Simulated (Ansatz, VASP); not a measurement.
## One calculation of MgO, two programs

File INCAR:

```
ALGO = Normal
EDIFF = 1E-7
ENCUT = 520
GGA = PS
ISIF = 2
ISMEAR = 0
LASPH = True
LCHARG = False
LREAL = False
LWAVE = False
NBANDS = 16
NELM = 100
PREC = Accurate
SIGMA = 0.05
```

KPOINTS

```
k-points
0
Gamma
  9 9 6
```

The input POSCAR:

```
MgO
1.0
    3.5763691814      0.0000000000      0.0000000000
   -1.7881845907      3.0972265644      0.0000000000
    0.0000000000      0.0000000000      3.9988201221
Mg O
2 2
Direct
    0.6505427316      0.3010854632      0.7500000000
    0.3494572684      0.6989145368      0.2500000000
    0.6785385383      0.3570770766      0.2500000000
    0.3214614617      0.6429229234      0.7500000000
```

Input for Ansatz:

```yaml
crystal:
  lattice:
    - [3.5763691814, 0.0, 0.0]
    - [-1.7881845907, 3.0972265644, 0.0]
    - [0.0, 0.0, 3.9988201221]
  atoms:
    - { symbol: Mg, position: [0.6505427316, 0.3010854632, 0.75] }
    - { symbol: Mg, position: [0.3494572684, 0.6989145368, 0.25] }
    - { symbol: O, position: [0.6785385383, 0.3570770766, 0.25] }
    - { symbol: O, position: [0.3214614617, 0.6429229234, 0.75] }
basis:
  ecutwfc: 520.0
kpoints:
  mp_grid: { grid: [9, 9, 6] }
hamiltonian:
  xc: pbesol
  pseudopotentials: { kind: paw, azcp: { folder: soft_1 } }
scf:
  occupations: { method: gaussian, width: 0.05 }
output:
  forces: true
  stress: true
  eigenvalues: true
```

Change from the starting cell: mode 5 frozen in at -0.098 Å, strain +e along z and -e/2 along x and y -0.0467.

Alike in both runs: task single point; functional PBEsol; k mesh 9 × 9 × 6; occupations gaussian, width 0.05 eV; no spin polarisation.

|  | VASP | Ansatz |
| --- | --- | --- |
| version | VASP 6.6.1 | Ansatz 0.2.0 |
| potentials or method | VASP PAW PBE potentials, release 64 (Mg, O) | scalar-relativistic, plane waves, PAW |
| plane-wave cutoff (eV) | 520 | 520 |
| valence electrons in the cell | 16 | 32 |

VASP gave:

```
gap on the k mesh at the Fermi level (eV)       : 3.29
least direct gap on the mesh (eV)               : 3.29
pressure (GPa)                                  : 1.7
largest component of the traceless stress (GPa) : 10.10
rms of the force components (eV/Å)              : 0.382
```

**Question.** Which values does Ansatz return?

**Answer.** gap on the k mesh at the Fermi level (eV): 3.30; least direct gap on the mesh (eV): 3.30; pressure (GPa): 2.1; largest component of the traceless stress (GPa): 10.06; rms of the force components (eV/Å): 0.377.

Atom by atom the forces differ by 0.005 eV/Å (rms over components). The two sets of potentials don't hold the same shells in valence. Ansatz warned: «pseudo_functional_mismatch».

Caveats: the PAW data sets were made with another functional, which shifts forces and pressure a little (VASP).
